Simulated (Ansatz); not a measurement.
A run of Ansatz 0.2.0:

File input.yaml:

```yaml
crystal:
  lattice:
    - [3.5182, 0.0, 0.0]
    - [-1.7591, 3.0468505756, 0.0]
    - [0.0, 0.0, 13.9736]
  atoms:
    - { symbol: Te, position: [0.6666666667, 0.3333333333, 0.379] }
    - { symbol: Te, position: [0.3333333333, 0.6666666667, 0.879] }
    - { symbol: Te, position: [0.6666666667, 0.3333333333, 0.121] }
    - { symbol: Te, position: [0.3333333333, 0.6666666667, 0.621] }
    - { symbol: Mo, position: [0.6666666667, 0.3333333333, 0.75] }
    - { symbol: Mo, position: [0.3333333333, 0.6666666667, 0.25] }
hamiltonian:
  xc: lda
  pseudopotentials: { kind: paw }
kpoints:
  mp_grid: { grid: [9, 9, 2] }
  band_path:
    path:
      - [[0.0, 0.0, 0.0], [0.5, 0.0, 0.0], [0.3333333333, 0.3333333333, 0.0], [0.0, 0.0, 0.0], [0.0, 0.0, 0.5], [0.5, 0.0, 0.5], [0.3333333333, 0.3333333333, 0.5], [0.0, 0.0, 0.5]]
      - [[0.5, 0.0, 0.5], [0.5, 0.0, 0.0]]
      - [[0.3333333333, 0.3333333333, 0.0], [0.3333333333, 0.3333333333, 0.5]]
    npoints: 14
scf:
  occupations: { method: fermi_dirac, width: 0.05 }
  n_extra_bands: 15
output:
  forces: true
  stress: true
  eigenvalues: true
  fatbands: true
```

Potentials or basis: Ansatz PAW.

Launch:

```bash
$ ansatz run input.yaml --threads 2 --pin off --max-ram 5632MiB --backend cpu --events-out ev --progress --plain --runs-dir out
```

Hardware: 2 threads of Arm Neoverse V1 (shared host).

Task: How long does it take, and how much memory?

Result: Run time: 33 s on 2 threads of Arm Neoverse V1 (shared host), peak memory 0.76 GiB. Counts: scf iterations 7, plane waves 2909, k points 24, bands 61.
